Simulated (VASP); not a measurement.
# Ba (Fm-3m) in VASP: a series of runs, part 2 of 2

VASP 6.6.1.

## Step 3: Single point, r2SCAN (volume scaled by 0.975)

Input file POSCAR:

```
Ba
1.0
    0.0000000000      3.2054984663      3.2054984663
    3.2054984663      0.0000000000      3.2054984663
    3.2054984663      3.2054984663      0.0000000000
Ba
1
Direct
    0.0000000000      0.0000000000      0.0000000000
```

Input file INCAR.step1:

```
SYSTEM = Ba
ALGO     = Normal         ! electronic algorithm
EDIFF    = 1E-4           ! SCF threshold, eV
ENCUT    = 520            ! plane-wave cutoff, eV
GGA      = PE             ! functional
ISMEAR   = -1             ! smearing method
LASPH    = .TRUE.         ! aspherical terms in the spheres
LCHARG   = .FALSE.        ! write CHGCAR
LREAL    = .FALSE.        ! projectors in reciprocal space
LWAVE    = .TRUE.         ! write WAVECAR
NBANDS   = 11             ! bands
NELM     = 100            ! most SCF steps
PREC     = Accurate       ! precision mode
SIGMA    = 0.05           ! smearing width, eV
```

Input file INCAR.step2:

```
SYSTEM = Ba
ALGO     = Normal         ! electronic algorithm
EDIFF    = 1E-6           ! SCF threshold, eV
ENCUT    = 520            ! plane-wave cutoff, eV
ISIF     = 2              ! what is computed and relaxed
ISMEAR   = -1             ! smearing method
ISTART   = 1            
LASPH    = .TRUE.         ! aspherical terms in the spheres
LCHARG   = .TRUE.         ! write CHGCAR
LELF     = .TRUE.         ! ELF
LMIXTAU  = .TRUE.       
LREAL    = .FALSE.        ! projectors in reciprocal space
LVHAR    = .TRUE.       
LWAVE    = .FALSE.        ! write WAVECAR
METAGGA  = R2SCAN         ! meta-GGA
NBANDS   = 11             ! bands
NELM     = 100            ! most SCF steps
PREC     = Accurate       ! precision mode
SIGMA    = 0.05           ! smearing width, eV
```

Input file KPOINTS:

```
k-points
0
G
  9 9 9
  0 0 0
```

Potentials or basis: VASP PAW PBE potentials, release 64 (Ba_sv).

Launch:

```bash
$ cat potpaw_PBE.64/Ba_sv/POTCAR > POTCAR
$ cp INCAR.step1 INCAR
$ mpirun -np 1 vasp_std > vasp.out
$ cp INCAR.step2 INCAR
$ mpirun -np 1 vasp_std > vasp.out
```

OUTCAR:

```text
SYSTEM = Ba
   EDIFF = 1E-6
   ENCUT = 520
   ISIF = 2
   ISMEAR = -1
   ISTART = 1
   LASPH = .TRUE.
   LREAL = .FALSE.
   METAGGA = R2SCAN
   NELM = 100
   PREC = Accurate

 ion  position               nearest neighbor table
   1  0.000  0.000  0.000-

  LATTYP: Found a face centered cubic cell.
 ALAT       =     6.4109969326

  Lattice vectors:

 A1 = (   0.0000000000,   3.2054984663,   3.2054984663)
 A2 = (   3.2054984663,   0.0000000000,   3.2054984663)
 A3 = (   3.2054984663,   3.2054984663,   0.0000000000)

Analysis of symmetry for initial positions (statically):
=====================================================================
 Subroutine PRICEL returns:
 Original cell was already a primitive cell.

 Routine SETGRP: Setting up the symmetry group for a
 face centered cubic supercell.

 Subroutine GETGRP returns: Found 48 space group operations
 (whereof 48 operations were pure point group operations)
 out of a pool of 48 trial point group operations.

The static configuration has the point symmetry O_h .

Analysis of symmetry for dynamics (positions and initial velocities):
=====================================================================
 Subroutine PRICEL returns:
 Original cell was already a primitive cell.
[... 159 lines left out ...]
 fundamental gap:      0.0779896278
 Fermi energy:         1.7001354389

 k-point     1 :       0.0000    0.0000    0.0000
  band No.  band energies     occupation
      1     -28.4011      2.00000
      2     -12.9577      2.00000
      3     -12.9577      2.00000
      4     -12.9577      2.00000
      5      -1.2846      2.00000
      6       3.6122      0.00000
      7       3.6122      0.00000
      8       3.6122      0.00000
      9       5.1593      0.00000
     10       5.1593      0.00000
     11       7.7534      0.00000
[... 309 lines left out ...]
 k-point    24 :       0.4444    0.4444    0.0000
  band No.  band energies     occupation
      1     -28.3548      2.00000
      2     -13.3337      2.00000
      3     -13.0996      2.00000
      4     -13.0996      2.00000
      5       0.7972      2.00000
      6       1.5965      1.77653
      7       3.4452      0.00000
      8       6.2302      0.00000
      9       6.2302      0.00000
     10       6.2704      0.00000
     11       7.9192      0.00000

 [... further k-points ...]
[... 5 lines left out ...]
  --------------------------------------------------------------------------------------
  -------------------------------------------------------------------------------------
  Total        0.0582892      0.0582892      0.0582892     -0.0000000     -0.0000000      0.0000000
  in kB        1.4176922      1.4176922      1.4176922     -0.0000000     -0.0000000      0.0000000
  external PRESSURE =       1.4176922 kB  Pullay stress =       0.0000000 kB

 VOLUME and BASIS-vectors are now :
 -----------------------------------------------------------------------------
  energy-cutoff  :      520.00
  volume of cell :       65.87
      direct lattice vectors                 reciprocal lattice vectors
     0.000000000  3.205498466  3.205498466    -0.155981981  0.155981981  0.155981981
     3.205498466  0.000000000  3.205498466     0.155981981 -0.155981981  0.155981981
     3.205498466  3.205498466  0.000000000     0.155981981  0.155981981 -0.155981981

 POSITION                                       TOTAL-FORCE (eV/Angst)
 -----------------------------------------------------------------------------------
      0.00000      0.00000      0.00000        -0.000000     -0.000000     -0.000000
 -----------------------------------------------------------------------------------
    total drift:                               -0.000000      0.000000      0.000000

  FREE ENERGIE OF THE ION-ELECTRON SYSTEM (eV)
  ---------------------------------------------------
  free  energy   TOTEN  =       -26.4032621868 eV

  energy  without entropy=      -26.3875640169  energy(sigma->0) =      -26.39541310
```

OUTCAR.step1:

```text
SYSTEM = Ba
   EDIFF = 1E-4
   ENCUT = 520
   GGA = PE
   ISMEAR = -1
   LASPH = .TRUE.
   LREAL = .FALSE.
[... 553 lines left out ...]
 -----------------------------------------------------------------------------------
      0.00000      0.00000      0.00000        -0.000000     -0.000000     -0.000000
 -----------------------------------------------------------------------------------
    total drift:                               -0.000000      0.000000      0.000000

  FREE ENERGIE OF THE ION-ELECTRON SYSTEM (eV)
  ---------------------------------------------------
  free  energy   TOTEN  =        -1.8959373623 eV

  energy  without entropy=       -1.8796555166  energy(sigma->0) =       -1.88779644
```

OSZICAR.step1:

```text
N       E                     dE             d eps       ncg     rms          rms(c)
DAV:   1     0.564549857646E+02    0.56455E+02   -0.41036E+03   770   0.741E+02
DAV:   2     0.947235627243E+00   -0.55508E+02   -0.53914E+02   931   0.135E+02
DAV:   3    -0.181289979126E+01   -0.27601E+01   -0.27434E+01   952   0.317E+01
DAV:   4    -0.189515575085E+01   -0.82256E-01   -0.82109E-01   957   0.519E+00
DAV:   5    -0.189768528921E+01   -0.25295E-02   -0.25293E-02  1020   0.780E-01    0.155E+00
DAV:   6    -0.189640100812E+01    0.12843E-02   -0.32727E-03   937   0.535E-01    0.918E-01
DAV:   7    -0.189586694574E+01    0.53406E-03   -0.52633E-03   857   0.830E-01    0.415E-02
DAV:   8    -0.189593736233E+01   -0.70417E-04   -0.21930E-04   943   0.109E-01
   1 F= -.18959374E+01 E0= -.18877964E+01  d E =-.162818E-01
```

Wall time 1.7 min (1 thread of Intel Xeon Platinum 8259CL at 2.50GHz (Skylake/Cascade Lake), shared host); peak memory 0.22 GiB.

Results:

* Free energy: -26.4033 eV
* Pressure: 0.1 GPa
* Band gap on the k mesh: none (metal or under the smearing width)

Levels at points of the mesh, in eV from the Fermi level:
```csv
k point,band 2,band 3,band 4,band 5,band 6,band 7,band 8,band 9
"(0.00, 0.00, 0.00)",-14.66,-14.66,-14.66,-2.98,1.91,1.91,1.91,3.46
```

Caveat: the PAW data sets were made with another functional, which shifts forces and pressure a little. Spin-orbit coupling is left out, which matters for the levels of Ba.
